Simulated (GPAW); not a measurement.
MgO2, 3 atoms in the cell. Symmetry: R-3m, No. 166, trigonal system. The conventional cell has a = 3.210 Å, b = 3.210 Å, c = 10.482 Å, α = 90.00°, β = 90.00°, γ = 120.00°. Around Mg (site symmetry -3m) lie 6 O at 2.11 Å. Around O (site symmetry 3m) lie 1 O at 1.49 Å. The cell comes from a database or a generator and needn't be the stable form of this composition.

```yaml
Program: GPAW 26.7.0
Task: dielectric tensor
Functional: PBEsol
Potentials_or_basis: PAW data sets generated in the run's folder for this functional
Cutoff: 600 eV
Basis: pw
k_mesh: 8 × 8 × 8
Occupations: fermi-dirac, width 0.001 eV
Spin: no spin polarisation
Response_ecut: 80 eV
Maxiter: 150
Response_k_mesh: 19 × 19 × 19
Response_bands: 41
Kernels: "[\"RPA\", \"LR0.1\", \"LR0.2\"]"
Coarser_k_mesh: 14 × 14 × 14
```

Potentials or basis: PAW data sets generated in the run's folder for this functional, pw.

Run with:

```sh
$ gpaw-setup -f PBEsol Mg O
$ OMP_NUM_THREADS=1 python run.py
```

Hardware: 1 thread of Arm Neoverse V1, with other jobs on the host.

Problem. How long does it take, and how much memory?

Solution. Wall time 30 min on 1 thread of Arm Neoverse V1, with other jobs on the host, peak memory 1.3 GiB. Counts: scf iterations 37, plane waves 1058, bands 21, k points 65.
